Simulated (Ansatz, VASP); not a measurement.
Two plane-wave programs on InP

```
In P
1.0
     0.00000    2.93050    2.93050
     2.93050    0.00000    2.93050
     2.93050    2.93050    0.00000
In P
1 1
Direct
  0.00000 0.00000 0.00000
  0.75000 0.75000 0.75000
```

Alike in both runs: task electric field gradients; functional r2SCAN; k mesh 12 × 12 × 12; occupations fermi-dirac, width 0.05 eV; no spin polarisation.

|  | VASP | Ansatz |
| --- | --- | --- |
| version | VASP 6.6.1 | Ansatz 0.2.0 |
| potentials or method | VASP PAW PBE potentials, release 64 (In_d, P) | PAW with Ansatz's default frozen-core files, scalar-relativistic |
| plane-wave cutoff (eV) | 520 | 500 |
| valence electrons in the cell | 18 | 18 |

|  | VASP | Ansatz | Ansatz less VASP |
| --- | --- | --- | --- |
| pressure (GPa) | 1.6 | 1.7 | +0.12 |
| Vzz of the field gradient on the site that differs most (V/Å²) | 0.0 | 0.0 | -0.01 |

Ansatz warned: «gradients_without_spin_orbit».

Caveats: the PAW data sets were made with another functional, which shifts forces and pressure a little (VASP).
